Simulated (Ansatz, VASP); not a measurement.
# Nb: VASP beside Ansatz

```xyz
1
Lattice="-1.5246 1.5246 1.9820 1.5246 -1.5246 1.9820 1.5246 1.5246 -1.9820" Properties=species:S:1:pos:R:3 pbc="T T T"
Nb    0.0000    0.0000    0.0000
```

Alike in both runs: task single point; functional LDA; k mesh 22 × 22 × 22; occupations gaussian, width 0.15 eV; no spin polarisation.

|  | VASP | Ansatz |
| --- | --- | --- |
| version | VASP 6.6.1 | Ansatz 0.2.0 |
| potentials or method | VASP PAW LDA potentials, release 64 (Nb_sv) | scalar-relativistic, plane waves, PAW |
| plane-wave cutoff (eV) | 520 | 420 |
| valence electrons in the cell | 13 | 13 |

```tsv
	VASP	Ansatz	Ansatz less VASP
gap on the k mesh at the Fermi level (eV)	none	none	-
pressure (GPa)	-8.1	-7.8	+0.32
largest component of the traceless stress (GPa)	12.04	12.03	-0.008
```

A gap of «none» marks a metal or a gap that the smearing closes.
